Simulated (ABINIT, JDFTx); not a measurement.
Given: the input of a run of ABINIT 10.8.3 (patched build) on Sn. Atoms were shifted at random by some hundredths of an Å from the given cell, which wasn't relaxed again for these runs. This isn't the form of Sn at room conditions, which is tetragonal (white tin).

Contents of run.abi:

```
# Pseudopotentials
pp_dirpath "./"
pseudos "Sn.upf"

# Structure
acell 3*1.0 Angstrom
rprim
     0.0000000000     3.2333428000     3.2333428000
     3.2333428000     0.0000000000     3.2333428000
     3.2333428000     3.2333428000     0.0000000000
ntypat 1
znucl 50
natom 2
typat 1 1
xred
     0.7513240000     0.7590190000     0.7625880000
     0.4946710000     0.5090020000     0.5000090000
chkprim 0
chksymtnons 0
tolsym 1.0e-6

# Plane-wave basis
ecut 36.0

# k points
kptopt 1
ngkpt 7 7 7
nshiftk 1
shiftk 0.0 0.0 0.0

# Exchange and correlation
ixc -116133

# Bands and occupations
nband 18
occopt 3
tsmear 0.05 eV

# SCF cycle
nstep 100
tolvrs 1.0e-10

# Output
iomode 3
prtwf 0
prteig 0
prtebands 0
enunit 2
prtden 1
prtvha 1
prtvclmb 1
prtpot 1
prtelf 1
```

Potentials or basis: PseudoDojo NC SR PBEsol v0.4.1 standard.

Command:

```sh
$ abinit run.abi > log 2>&1
```

Task: What does the same run look like in JDFTx 1.7.0 (patched build)? Potentials or basis there: PseudoDojo-SR-PBEsol-0.4.1-standard with smoothed tails, cutoff 980 eV.

Result: As run (cutoffs and basis follow the program's own potentials, and thresholds, step limits or extra output files can differ):

The input Sn.in:

```
lattice \
    0.0000000000     6.1101323590     6.1101323590 \
    6.1101323590     0.0000000000     6.1101323590 \
    6.1101323590     6.1101323590     0.0000000000
coords-type Lattice
ion Sn     0.7513240000     0.7590190000     0.7625880000 1
ion Sn     0.4946710000     0.5090020000     0.5000090000 1

ion-species pseudo/Sn.upf
elec-cutoff 36 288
elec-ex-corr gga-PBEsol
kpoint-folding 7 7 7
elec-smearing Fermi 0.0018374661
elec-n-bands 21
electronic-SCF nIterations 100 energyDiffThreshold 1e-09
electronic-minimize nIterations 30 energyDiffThreshold 1e-7
converge-empty-states yes
forces-output-coords Cartesian

dump-name run.$VAR
dump End Ecomponents EigStats BandEigs Kpoints Forces Stress
```

Potentials or basis: PseudoDojo-SR-PBEsol-0.4.1-standard with smoothed tails.

Launch:

```bash
$ jdftx -c 1 -i Sn.in -o Sn.out
```

Both were run:

|  | ABINIT | JDFTx |
| --- | --- | --- |
| Pressure | 1.8 GPa | 1.8 GPa |
| Largest force | 0.561 eV/Å | 0.561 eV/Å |
| Energy over the undisturbed cell | 11.4 meV/atom | 11.5 meV/atom |

Pressure is positive in compression.
